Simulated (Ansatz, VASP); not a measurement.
One calculation of LiH, two programs

File POSCAR:

```
LiH
1.0
    2.5016587118      0.0000000000      0.0000000000
    0.0000000000      2.5016587118      0.0000000000
    0.0000000000      0.0000000000      2.5016587118
Li H
1 1
Direct
    0.0000000000      0.0000000000      0.0000000000
    0.5000000000      0.5000000000      0.5000000000
```

File INCAR.step1:

```
SYSTEM = LiH
ALGO     = Normal         ! electronic algorithm
EDIFF    = 1E-5           ! SCF threshold, eV
ENCUT    = 520            ! plane-wave cutoff, eV
GGA      = PE             ! functional
ISIF     = 2              ! what is computed and relaxed
ISMEAR   = 0              ! smearing method
LASPH    = .True.         ! aspherical terms in the spheres
LREAL    = .False.        ! projectors in reciprocal space
LWAVE    = .True.         ! write WAVECAR
NBANDS   = 9              ! bands
NELM     = 60             ! most SCF steps
PREC     = Accurate       ! precision mode
SIGMA    = 0.01           ! smearing width, eV
```

The input INCAR.step2:

```
SYSTEM = LiH
ALGO     = Normal         ! electronic algorithm
EDIFF    = 1E-6           ! SCF threshold, eV
ENCUT    = 520            ! plane-wave cutoff, eV
GGA      = PE             ! functional
HFSCREEN = 0.2079         ! screening, 1/A
ISIF     = 2              ! what is computed and relaxed
ISMEAR   = 0              ! smearing method
ISTART   = 1            
LASPH    = .True.         ! aspherical terms in the spheres
LCHARG   = .True.         ! write CHGCAR
LELF     = .True.         ! ELF
LHFCALC  = .True.         ! exact exchange
LREAL    = .False.        ! projectors in reciprocal space
LVHAR    = .True.       
LWAVE    = .False.        ! write WAVECAR
NBANDS   = 9              ! bands
NELM     = 60             ! most SCF steps
PREC     = Accurate       ! precision mode
PRECFOCK = Normal       
SIGMA    = 0.01           ! smearing width, eV
```

KPOINTS

```
k-points
0
Gamma
  4 4 4
  0 0 0
```

Input for Ansatz:

```yaml
crystal:
  lattice:
    - [2.5016587118, 0.0, 0.0]
    - [0.0, 2.5016587118, 0.0]
    - [0.0, 0.0, 2.5016587118]
  atoms:
    - { symbol: Li, position: [0.0, 0.0, 0.0] }
    - { symbol: H, position: [0.5, 0.5, 0.5] }
kpoints:
  mp_grid: { grid: [4, 4, 4] }
hamiltonian:
  xc: hse06
scf:
  occupations: { method: fixed }
  n_extra_bands: 4
output:
  forces: true
  stress: true
  eigenvalues: true
```

The cell was built by a generator and needn't be a form met in nature.

Alike in both runs: task single point; functional HSE06; k mesh 4 × 4 × 4; no spin polarisation.

|  | VASP | Ansatz |
| --- | --- | --- |
| version | VASP 6.6.1 | Ansatz 0.2.0 |
| potentials or method | VASP PAW PBE potentials, release 64 (Li_sv, H) | plane waves, PAW |
| plane-wave cutoff (eV) | 520 | 420 |
| occupations | gaussian, width 0.01 eV | fixed |
| valence electrons in the cell | 4 | 4 |

|  | VASP | Ansatz | Ansatz less VASP |
| --- | --- | --- | --- |
| gap on the k mesh at the Fermi level (eV) | 1.46 | 1.43 | -0.039 |

Ansatz warned: «stress_exchange_threshold_loose».

Caveats: the k mesh is coarse (spacing up to 0.63 Å⁻¹), so the values aren't converged, least of all with exact exchange. A k mesh can miss the band edges.
